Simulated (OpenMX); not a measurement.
Ta:

```
Ta
1.0
     2.90037    0.00000    0.00000
    -1.45019    2.51180    0.00000
     0.00000    0.00000    5.16627
Ta
2
Direct
  0.33333 0.66667 0.25000
  0.66667 0.33333 0.75000
```

This isn't the form of Ta at room conditions, which is bcc.

```yaml
Program: OpenMX 3.8.5
Task: single point
Functional: PBE
Potentials_or_basis: OpenMX 2013 PBE set, Ta7.0-s3p2d2f1, grid cutoff 400 Ry
k_mesh: 11 × 11 × 5
Occupations: fermi-dirac, width 0.05 eV
Spin: no spin polarisation
```

On this cell: pressure -1.6 GPa; largest force 0.014 eV/Å; band gap on the k mesh none (metal or under the smearing width).

The same run follows on a disturbed copy (atoms moved at random, drawn with an rms of 0.05 Å):

```xyz
2
Lattice="2.9004 0.0000 0.0000 -1.4502 2.5118 0.0000 0.0000 0.0000 5.1663" Properties=species:S:1:pos:R:3 pbc="T T T"
Ta   -0.0172    1.6891    1.2547
Ta    1.4505    0.8163    3.9226
```

Task: What does the disturbed cell give?

Result: The energy (extrapolated to zero smearing) moves by +19.1 meV/atom; pressure -1.0 GPa; largest force 0.954 eV/Å; band gap on the k mesh none (metal or under the smearing width).

Forces in eV/Å, atoms in the order of the input:
```
Ta  -0.027  0.058  0.952
Ta   0.027 -0.060 -0.951
```

Caveats: the basis of atomic orbitals isn't converged, which shifts pressures, moduli and gaps.
